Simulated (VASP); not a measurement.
# ZrN (Fm-3m) in VASP: further runs, part 2 of 3

VASP 6.6.1. Earlier steps stand in the parts before.

**3. Single point, PBEsol**

INCAR

```
SYSTEM = ZrN
ALGO     = Fast           ! electronic algorithm
EDIFF    = 1E-6           ! SCF threshold, eV
ENCUT    = 520            ! plane-wave cutoff, eV
GGA      = PS             ! functional
ISIF     = 2              ! what is computed and relaxed
ISMEAR   = 0              ! smearing method
LASPH    = .TRUE.         ! aspherical terms in the spheres
LCHARG   = .TRUE.         ! write CHGCAR
LELF     = .TRUE.         ! ELF
LREAL    = .FALSE.        ! projectors in reciprocal space
LVHAR    = .TRUE.       
LWAVE    = .FALSE.        ! write WAVECAR
NBANDS   = 16             ! bands
NELM     = 60             ! most SCF steps
PREC     = Accurate       ! precision mode
SIGMA    = 0.1            ! smearing width, eV
```

KPOINTS

```
k-points
0
G
  24 24 24
  0 0 0
```

POSCAR

```
ZrN
1.0
    0.0000000000      2.2767300000      2.2767300000
    2.2767300000      0.0000000000      2.2767300000
    2.2767300000      2.2767300000      0.0000000000
Zr N
1 1
Direct
    0.5000000000      0.5000000000      0.5000000000
    1.0000000000      1.0000000000      0.0000000000
```

Potentials or basis: VASP PAW PBE potentials, release 64 (Zr_sv, N).

Launch:

```bash
> cat potpaw_PBE.64/Zr_sv/POTCAR potpaw_PBE.64/N/POTCAR > POTCAR
> mpirun -np 1 vasp_std > vasp.out
```

OUTCAR:

```text
SYSTEM = ZrN
   EDIFF = 1E-6
   ENCUT = 520
   GGA = PS
   ISIF = 2
   ISMEAR = 0
   LASPH = .TRUE.
   LREAL = .FALSE.
   NELM = 60
   PREC = Accurate

 ion  position               nearest neighbor table
   1  0.500  0.500  0.500-   2 2.28   2 2.28   2 2.28   2 2.28   2 2.28   2 2.28
   2  0.000  0.000  0.000-   1 2.28   1 2.28   1 2.28   1 2.28   1 2.28   1 2.28

  LATTYP: Found a face centered cubic cell.
 ALAT       =     4.5534600000

  Lattice vectors:

 A1 = (   0.0000000000,   2.2767300000,   2.2767300000)
 A2 = (   2.2767300000,   0.0000000000,   2.2767300000)
 A3 = (   2.2767300000,   2.2767300000,   0.0000000000)

Analysis of symmetry for initial positions (statically):
=====================================================================
 Subroutine PRICEL returns:
 Original cell was already a primitive cell.

 Routine SETGRP: Setting up the symmetry group for a
 face centered cubic supercell.

 Subroutine GETGRP returns: Found 48 space group operations
 (whereof 48 operations were pure point group operations)
 out of a pool of 48 trial point group operations.

The static configuration has the point symmetry O_h .

Analysis of symmetry for dynamics (positions and initial velocities):
=====================================================================
 Subroutine PRICEL returns:
 Original cell was already a primitive cell.

 Routine SETGRP: Setting up the symmetry group for a
 face centered cubic supercell.

 Subroutine GETGRP returns: Found 48 space group operations
 (whereof 48 operations were pure point group operations)
 out of a pool of 48 trial point group operations.

The dynamic configuration has the point symmetry O_h .

 Subroutine INISYM returns: Found 48 space group operations
 (whereof 48 operations are pure point group operations),
 and found     1 'primitive' translations

[... 114 lines left out ...]
     AMIX_MAG =   1.60;   BMIX_MAG =  1.00
  volume/ion in A,a.u.               =      11.80        79.64
  Fermi-wavevector in a.u.,A,eV,Ry     =   1.467471  2.773119 29.299765  2.153472
  Thomas-Fermi vector in A             =   2.583085
   LORBIT       =      0    0 simple, 1 ext, 2 COOP (PROOUT), +10 PAW based schemes
   GGA     = PS    functional components
   LHFCALC =     F    Hartree Fock is set to
   AEXX    =    0.0000 exact exchange contribution
   IVDW    =     0    specifies the selected vdW correction
   LEPSILON=     F    determine dielectric tensor
   LRPA    =     F    only Hartree local field effects (RPA)
 non-spin polarized calculation
 RMM-DIIS sequential band-by-band and
 Gauss-broadening in eV      SIGMA  =   0.10
  energy-cutoff  :      520.00
  volume of cell :       23.60
 maximum number of plane-waves:       652
   NGX = 11   NGY = 11   NGZ = 11

 number of electron      16.9999999 magnetization

 Free energy of the ion-electron system (eV)
  ---------------------------------------------------
  ext. energy  EPLUGINS =         0.00000000
  ---------------------------------------------------
  free energy    TOTEN  =       -21.55284984 eV

  energy without entropy =      -21.54963370  energy(sigma->0) =      -21.55124177

 E-fermi :  12.0853     XC(G=0): -12.7882

 val. band max:       12.0762604352   @ k =  -0.4583   0.2500   0.0000
 cond. band min:      12.0954733907   @ k =  -0.4167   0.2917   0.0417
 fundamental gap:      0.0192129555
 Fermi energy:        12.0853144642

 k-point     1 :       0.0000    0.0000    0.0000
  band No.  band energies     occupation
      1     -37.3068      2.00000
      2     -14.9338      2.00000
      3     -14.9338      2.00000
      4     -14.9338      2.00000
      5      -4.2051      2.00000
      6       9.4255      2.00000
[... 433 lines left out ...]
      3     -15.0416      2.00000
      4     -15.0408      2.00000
      5      -1.9685      2.00000
      6       4.4626      2.00000
[... 8 lines left out ...]
     15      24.7368      0.00000
     16      24.8046      0.00000

 [... further k-points ...]

------------------------ aborting loop because EDIFF is reached ----------------------------------------

  FORCE on cell =-STRESS in cart. coord.  units (eV):
  Direction    XX          YY          ZZ          XY          YZ          ZX
  --------------------------------------------------------------------------------------
  -------------------------------------------------------------------------------------
  Total        0.0273248      0.0273248      0.0273248     -0.0000000      0.0000000      0.0000000
  in kB        1.8548224      1.8548224      1.8548224     -0.0000000      0.0000000      0.0000000
  external PRESSURE =       1.8548224 kB  Pullay stress =       0.0000000 kB

 VOLUME and BASIS-vectors are now :
 -----------------------------------------------------------------------------
  energy-cutoff  :      520.00
  volume of cell :       23.60
      direct lattice vectors                 reciprocal lattice vectors
     0.000000000  2.276730000  2.276730000    -0.219613217  0.219613217  0.219613217
     2.276730000  0.000000000  2.276730000     0.219613217 -0.219613217  0.219613217
     2.276730000  2.276730000  0.000000000     0.219613217  0.219613217 -0.219613217

 POSITION                                       TOTAL-FORCE (eV/Angst)
 -----------------------------------------------------------------------------------
      2.27673      2.27673      2.27673        -0.000000     -0.000000     -0.000000
      0.00000      0.00000      0.00000         0.000000      0.000000      0.000000
 -----------------------------------------------------------------------------------
    total drift:                                0.000000     -0.000000      0.000000

  FREE ENERGIE OF THE ION-ELECTRON SYSTEM (eV)
  ---------------------------------------------------
  free  energy   TOTEN  =       -21.5528498358 eV

  energy  without entropy=      -21.5496336984  energy(sigma->0) =      -21.55124177
```

OSZICAR:

```text
N       E                     dE             d eps       ncg     rms          rms(c)
DAV:   1     0.106425550030E+03    0.10643E+03   -0.87871E+03 13248   0.105E+03
DAV:   2    -0.188422710883E+02   -0.12527E+03   -0.11826E+03 17056   0.298E+02
DAV:   3    -0.246711289783E+02   -0.58289E+01   -0.57925E+01 21888   0.558E+01
DAV:   4    -0.247621302770E+02   -0.91001E-01   -0.90975E-01 15480   0.537E+00
DAV:   5    -0.247629129214E+02   -0.78264E-03   -0.78264E-03 17904   0.428E-01    0.233E+01
RMM:   6    -0.217342967265E+02    0.30286E+01   -0.48249E+00 13645   0.126E+01    0.106E+01
RMM:   7    -0.215832469119E+02    0.15105E+00   -0.28748E-01 15271   0.483E+00    0.671E+00
RMM:   8    -0.215519981544E+02    0.31249E-01   -0.13313E-01 16430   0.267E+00    0.114E+00
RMM:   9    -0.215520135264E+02   -0.15372E-04   -0.22825E-02 17446   0.127E+00    0.738E-01
RMM:  10    -0.215526449557E+02   -0.63143E-03   -0.64899E-03 19135   0.564E-01    0.888E-02
RMM:  11    -0.215527924543E+02   -0.14750E-03   -0.16200E-03 19780   0.235E-01    0.791E-02
RMM:  12    -0.215528309588E+02   -0.38505E-04   -0.38331E-04 19939   0.131E-01    0.287E-02
RMM:  13    -0.215528433027E+02   -0.12344E-04   -0.11682E-04 20582   0.649E-02    0.400E-02
RMM:  14    -0.215528472345E+02   -0.39318E-05   -0.35823E-05 19060   0.434E-02    0.232E-02
RMM:  15    -0.215528493528E+02   -0.21184E-05   -0.14500E-05 18612   0.334E-02    0.493E-03
RMM:  16    -0.215528498358E+02   -0.48294E-06   -0.37039E-06 13407   0.104E-02
   1 F= -.21552850E+02 E0= -.21551242E+02  d E =-.321614E-02
```

Run time: 2.5 min. Hardware: 1 thread of AMD EPYC 7R13 (Zen 3), shared host; peak memory 0.23 GiB.

Results:

```
Free energy            : -21.5528 eV
Pressure               : 0.2 GPa
Band gap on the k mesh : none (metal or under the smearing width)
```

Caveat: the PAW data sets were made with another functional, which shifts forces and pressure a little.

**4. Single point, PBEsol**

INCAR: that of step 3 with these lines changed.

```diff
@@ -16,2 +16,2 @@
 PREC     = Accurate       ! precision mode
-SIGMA    = 0.1            ! smearing width, eV
+SIGMA    = 0.5            ! smearing width, eV
```

KPOINTS

```
k-points
0
G
  16 16 16
  0 0 0
```

POSCAR is that of step 3.

Potentials or basis: VASP PAW PBE potentials, release 64 (Zr_sv, N).

Launch:

```bash
> cat potpaw_PBE.64/Zr_sv/POTCAR potpaw_PBE.64/N/POTCAR > POTCAR
> mpirun -np 1 vasp_std > vasp.out
```

OUTCAR:

```text
SYSTEM = ZrN
   EDIFF = 1E-6
   ENCUT = 520
   GGA = PS
   ISIF = 2
   ISMEAR = 0
   LASPH = .TRUE.
   LREAL = .FALSE.
   NELM = 60
   PREC = Accurate

 ion  position               nearest neighbor table
   1  0.500  0.500  0.500-   2 2.28   2 2.28   2 2.28   2 2.28   2 2.28   2 2.28
   2  0.000  0.000  0.000-   1 2.28   1 2.28   1 2.28   1 2.28   1 2.28   1 2.28

  LATTYP: Found a face centered cubic cell.
 ALAT       =     4.5534600000

  Lattice vectors:

 A1 = (   0.0000000000,   2.2767300000,   2.2767300000)
 A2 = (   2.2767300000,   0.0000000000,   2.2767300000)
 A3 = (   2.2767300000,   2.2767300000,   0.0000000000)

Analysis of symmetry for initial positions (statically):
=====================================================================
 Subroutine PRICEL returns:
 Original cell was already a primitive cell.

 Routine SETGRP: Setting up the symmetry group for a
 face centered cubic supercell.

 Subroutine GETGRP returns: Found 48 space group operations
 (whereof 48 operations were pure point group operations)
 out of a pool of 48 trial point group operations.

The static configuration has the point symmetry O_h .

[... 157 lines left out ...]
  ---------------------------------------------------
  free energy    TOTEN  =       -21.59196241 eV

  energy without entropy =      -21.51269444  energy(sigma->0) =      -21.55232843

 E-fermi :  12.0752     XC(G=0): -12.7878

 val. band max:       12.0704907323   @ k =  -0.1250   0.0625   0.0000
 cond. band min:      12.0801079402   @ k =  -0.1250   0.0625   0.0000
 fundamental gap:      0.0096172079
 Fermi energy:        12.0751695260

 k-point     1 :       0.0000    0.0000    0.0000
  band No.  band energies     occupation
      1     -37.3031      2.00000
      2     -14.9305      2.00000
      3     -14.9305      2.00000
      4     -14.9305      2.00000
      5      -4.2050      2.00000
      6       9.4255      2.00000
[... 433 lines left out ...]
      3     -14.9612      2.00000
      4     -14.9317      2.00000
      5      -3.9838      2.00000
      6       8.5104      2.00000
[... 8 lines left out ...]
     15      21.9430      0.00000
     16      32.6642      0.00000

 [... further k-points ...]
[... 5 lines left out ...]
  --------------------------------------------------------------------------------------
  -------------------------------------------------------------------------------------
  Total        0.0705470      0.0705470      0.0705470      0.0000000      0.0000000      0.0000000
  in kB        4.7887762      4.7887762      4.7887762      0.0000000      0.0000000      0.0000000
  external PRESSURE =       4.7887762 kB  Pullay stress =       0.0000000 kB

 VOLUME and BASIS-vectors are now :
 -----------------------------------------------------------------------------
  energy-cutoff  :      520.00
  volume of cell :       23.60
      direct lattice vectors                 reciprocal lattice vectors
     0.000000000  2.276730000  2.276730000    -0.219613217  0.219613217  0.219613217
     2.276730000  0.000000000  2.276730000     0.219613217 -0.219613217  0.219613217
     2.276730000  2.276730000  0.000000000     0.219613217  0.219613217 -0.219613217

 POSITION                                       TOTAL-FORCE (eV/Angst)
 -----------------------------------------------------------------------------------
      2.27673      2.27673      2.27673         0.000000      0.000000      0.000000
      0.00000      0.00000      0.00000        -0.000000     -0.000000     -0.000000
 -----------------------------------------------------------------------------------
    total drift:                                0.000000     -0.000000      0.000000

  FREE ENERGIE OF THE ION-ELECTRON SYSTEM (eV)
  ---------------------------------------------------
  free  energy   TOTEN  =       -21.5919624124 eV

  energy  without entropy=      -21.5126944385  energy(sigma->0) =      -21.55232843
```

OSZICAR:

```text
N       E                     dE             d eps       ncg     rms          rms(c)
DAV:   1     0.108427467400E+03    0.10843E+03   -0.87698E+03  4640   0.105E+03
DAV:   2    -0.188708526600E+02   -0.12730E+03   -0.11976E+03  5976   0.299E+02
DAV:   3    -0.247032375589E+02   -0.58324E+01   -0.57950E+01  7616   0.559E+01
DAV:   4    -0.248009993905E+02   -0.97762E-01   -0.97748E-01  5528   0.524E+00
DAV:   5    -0.248016374573E+02   -0.63807E-03   -0.63806E-03  6248   0.395E-01    0.232E+01
RMM:   6    -0.217736407223E+02    0.30280E+01   -0.48280E+00  4794   0.126E+01    0.106E+01
RMM:   7    -0.216223133532E+02    0.15133E+00   -0.28794E-01  5340   0.483E+00    0.671E+00
RMM:   8    -0.215910902158E+02    0.31223E-01   -0.13274E-01  5723   0.267E+00    0.114E+00
RMM:   9    -0.215911254451E+02   -0.35229E-04   -0.23055E-02  6070   0.127E+00    0.732E-01
RMM:  10    -0.215917667219E+02   -0.64128E-03   -0.64037E-03  6617   0.563E-01    0.887E-02
RMM:  11    -0.215919072219E+02   -0.14050E-03   -0.15997E-03  6829   0.234E-01    0.788E-02
RMM:  12    -0.215919443915E+02   -0.37170E-04   -0.37591E-04  6887   0.131E-01    0.290E-02
RMM:  13    -0.215919559253E+02   -0.11534E-04   -0.11416E-04  7082   0.646E-02    0.387E-02
RMM:  14    -0.215919598296E+02   -0.39043E-05   -0.35238E-05  6549   0.440E-02    0.210E-02
RMM:  15    -0.215919618991E+02   -0.20695E-05   -0.13642E-05  6298   0.314E-02    0.568E-03
RMM:  16    -0.215919624124E+02   -0.51322E-06   -0.36183E-06  4642   0.100E-02
   1 F= -.21591962E+02 E0= -.21552328E+02  d E =-.792680E-01
```

stdout:

```text
POSCAR found type information on POSCAR ZrN
 POSCAR found :  2 types and       2 ions
 scaLAPACK will be used
 -----------------------------------------------------------------------------
|                                                                             |
|                                                                             |
|     You enforced a specific xc type in the INCAR file but a different       |
|     I HOPE YOU KNOW WHAT YOU ARE DOING!                                     |
|                                                                             |
 -----------------------------------------------------------------------------

 LDA part: xc-table for (Slater+PW92), standard interpolation
 POSCAR, INCAR and KPOINTS ok, starting setup
 FFT: planning ... GRIDC
 FFT: planning ... GRID_SOFT
 FFT: planning ... GRID
 WAVECAR not read
 entering main loop
WARNING in EDDRMM: call to ZHEGV failed, returncode =   6  3      9
WARNING in EDDRMM: call to ZHEGV failed, returncode =   8  4      9
WARNING in EDDRMM: call to ZHEGV failed, returncode =   6  3     12
```

It took 64 s on 1 thread of AMD EPYC 7R13 (Zen 3), shared host; peak memory 0.15 GiB.

Results:

| Quantity | Value |
| --- | --- |
| Free energy | -21.5920 eV |
| Pressure | 0.5 GPa |
| Band gap on the k mesh | none (metal or under the smearing width) |

Caveat: the PAW data sets were made with another functional, which shifts forces and pressure a little.

(Part 2 of 3 ends here.)
